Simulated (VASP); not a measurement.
## ZnSe in VASP 6.6.1, single-point calculation

INCAR

```
EDIFF = 1E-7
IBRION = -1
NBANDS = 16
SIGMA = 0.02
ISIF = 2
NELM = 82
NSW = 0
PREC = Accurate
METAGGA = SCAN
LREAL = .FALSE.
ISMEAR = -1
ENCUT = 520
LCHARG = .FALSE.
LWAVE = .FALSE.
LASPH = .TRUE.
NELMDL = -8
```

KPOINTS

```
KPOINTS created by Atomic Simulation Environment
0
Gamma
8 8 8
0 0 0
```

POSCAR

```
Zn Se
 1.0000000000000000
     0.0000000000000000    2.7191238570000000    2.9618730376000002
     2.7191238570000000    0.0000000000000000    2.9618730376000002
     2.7191238570000000    2.7191238570000000    0.0000000000000000
 Zn  Se
   1   1
Cartesian
  0.0000000000000000  0.0000000000000000  0.0000000000000000
  1.3595619285000000  1.3595619285000000  1.4809365188000001
```

The recommended PBE PAW datasets give the neutral cell 18 valence electrons.

Command

```
mpirun -np 1 vasp_std
```

Task: Predict the outcome of this run.

Result: It converged. Results: gap between bands v and c on the k mesh 1.77 eV; least direct gap on the k mesh 1.77 eV; pressure 2.0 GPa. Band v is the last that the valence electrons fill when counted band by band, and c is the next.

OSZICAR

```
N       E                     dE             d eps       ncg     rms          rms(c)
DAV:   1     0.576224830899E+02    0.57622E+02   -0.90498E+03  1888   0.133E+03
DAV:   2    -0.322699294045E+02   -0.89892E+02   -0.84771E+02  2096   0.260E+02
DAV:   3    -0.377531104912E+02   -0.54832E+01   -0.54647E+01  2344   0.630E+01
DAV:   4    -0.377920833363E+02   -0.38973E-01   -0.38970E-01  2304   0.569E+00
DAV:   5    -0.377922426099E+02   -0.15927E-03   -0.15927E-03  2448   0.329E-01
DAV:   6    -0.377922438525E+02   -0.12426E-05   -0.12426E-05  2320   0.293E-02
DAV:   7    -0.377922438648E+02   -0.12305E-07   -0.12284E-07  2336   0.262E-03
DAV:   8    -0.377922438650E+02   -0.23647E-09   -0.27279E-09  1872   0.396E-04    0.511E+00
DAV:   9    -0.350809305976E+02    0.27113E+01   -0.11392E+00  2064   0.313E+01    0.465E+00
DAV:  10    -0.350834090040E+02   -0.24784E-02   -0.29780E-01  2104   0.885E+00    0.224E+00
DAV:  11    -0.351015172667E+02   -0.18108E-01   -0.32872E-02  2304   0.181E+00    0.604E-01
DAV:  12    -0.351032651443E+02   -0.17479E-02   -0.41235E-03  2384   0.138E+00    0.838E-02
DAV:  13    -0.351033539141E+02   -0.88770E-04   -0.10993E-03  2256   0.455E-01    0.494E-02
DAV:  14    -0.351033148989E+02    0.39015E-04   -0.31532E-04  2520   0.403E-01    0.379E-02
DAV:  15    -0.351033201919E+02   -0.52930E-05   -0.11803E-04  2320   0.267E-01    0.649E-03
DAV:  16    -0.351033239369E+02   -0.37450E-05   -0.72138E-06  2376   0.407E-02    0.448E-03
DAV:  17    -0.351033242458E+02   -0.30895E-06   -0.88490E-07  2064   0.758E-03    0.251E-03
DAV:  18    -0.351033234683E+02    0.77754E-06   -0.14132E-07  1176   0.741E-03    0.354E-04
DAV:  19    -0.351033232387E+02    0.22960E-06   -0.34547E-08  1016   0.444E-03    0.293E-04
DAV:  20    -0.351033234443E+02   -0.20560E-06   -0.10918E-08   976   0.128E-03    0.101E-04
DAV:  21    -0.351033234586E+02   -0.14306E-07   -0.62189E-10   952   0.390E-04
   1 F= -.35103323E+02 E0= -.35103323E+02  d E =-.129871E-10
```

For comparison, a separate PBE run of the intended cell, on usual settings and not on those above, gives a gap of 1.29 eV on its mesh and a pressure of 5.0 GPa.
